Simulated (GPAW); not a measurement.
Here is a GPAW 26.7.0 calculation.

File run.py:

```python
from ase import Atoms
from ase.eos import EquationOfState
from ase.io import Trajectory
from ase.units import GPa
from gpaw import GPAW, PW

atoms = Atoms(['Ge', 'Ni', 'Ni', 'Ni'],
              cell=[[3.5303341067, 0.0, 0.0],
                    [0.0, 3.5303341067, 0.0],
                    [0.0, 0.0, 3.5303341067]],
              scaled_positions=[[0.0, 0.0, 0.0],
                                [0.5, 0.5, 0.0],
                                [0.0, 0.5, 0.5],
                                [0.5, 0.0, 0.5]],
              pbc=True)
atoms.set_initial_magnetic_moments([0.0, 1.0, 1.0, 1.0])

traj = Trajectory('eos.traj', 'w')
volumes, energies = [], []
for x in [0.94, 0.96, 0.98, 1.0, 1.02, 1.04, 1.06]:
    a = atoms.copy()
    a.set_cell(atoms.cell * x**(1 / 3), scale_atoms=True)
    calc = GPAW(mode=PW(600),
                xc='LDA',
                kpts={'size': (6, 6, 6), 'gamma': True},
                occupations={'name': 'fermi-dirac', 'width': 0.05},
                nbands=45,
                convergence={'density': 1e-05, 'energy': 1e-05},
                maxiter=150,
                txt=f'eos-{x:.2f}.txt')
    a.calc = calc
    energies.append(a.get_potential_energy(force_consistent=True))
    volumes.append(a.get_volume())
    p = -a.get_stress()[:3].mean() / GPa
    calc.write(f'eos-{x:.2f}.gpw')
    traj.write(a)
    print(f'{x:.2f} {volumes[-1]:10.4f} A^3 {energies[-1]:14.6f} eV {p:9.3f} GPa', flush=True)

v0, e0, B = EquationOfState(volumes, energies, eos='birchmurnaghan').fit()
print(f'V0 = {v0:.4f} A^3, E0 = {e0:.6f} eV, B0 = {B / GPa:.2f} GPa')
```

Potentials or basis: the program's PAW data sets (release 1.2.1) made for this functional, pw.

Launch:

```sh
$ OMP_NUM_THREADS=1 python run.py
```

Task: Predict the bulk modulus.

Result: 241 GPa.

Task: Predict the equilibrium volume.

Result: 10.71 Å³/atom.

Task: Predict the pressure derivative of the bulk modulus.

Result: 4.9.

Energy against volume, from the lowest point:
| volume (Å³/atom) | energy (meV/atom) |
| --- | --- |
| 10.340 | 9.97 |
| 10.560 | 1.29 |
| 10.780 | 0.00 |
| 11.000 | 5.24 |
| 11.220 | 16.28 |
| 11.440 | 32.45 |
| 11.660 | 53.16 |

Caveat: the stock nickel data set gives pressures a few GPa off other programs.
